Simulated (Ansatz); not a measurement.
## Yb under changes of volume

One of the cells (39.836 Å³/atom); the others are scaled copies at fixed shape and fractional positions:

```xyz
1
Lattice="-2.1515 2.1515 2.1515 2.1515 -2.1515 2.1515 2.1515 2.1515 -2.1515" Properties=species:S:1:pos:R:3 pbc="T T T"
Yb    0.0000    0.0000    0.0000
```

This isn't the form of Yb at room conditions, which is fcc.

| Item | Value |
| --- | --- |
| Program | Ansatz 0.2.0 |
| Functional | LDA |
| Potentials or basis | Ansatz PAW |
| Cutoff | 420 eV (not typed: the program's choice for these potentials) |
| k mesh | 9 × 9 × 9 |
| Occupations | fermi-dirac, width 0.05 eV |
| Spin | collinear spin, ferromagnetic start |
| Starting moments | [1.0] μB |

```csv
volume (Å³/atom),energy over the lowest point (meV/atom),pressure (GPa)
37.446,0.00,-4.2
38.242,21.28,-4.4
39.039,?,?
39.836,66.04,-4.6
40.633,89.32,-4.7
41.429,113.07,-4.8
42.226,137.24,-4.9
```

Task: What does the run at 39.039 Å³/atom give?

Result: Energy over the lowest point 43.33 meV/atom; pressure -4.5 GPa.

Worked out: A Birch-Murnaghan fit of order 3 (a polynomial in V^(-2/3)) to the other rows has no minimum within the range. It gives 43.33 meV/atom at 39.039 Å³/atom, against the run's 43.33, and -dE/dV = -4.5 GPa, against -4.5.

Energies are extrapolated to zero smearing.

Caveats: the PAW data sets come from PBE, with cores solved anew for the run's functional, which leaves a small shift of forces and pressure; the starting moments weren't kept.
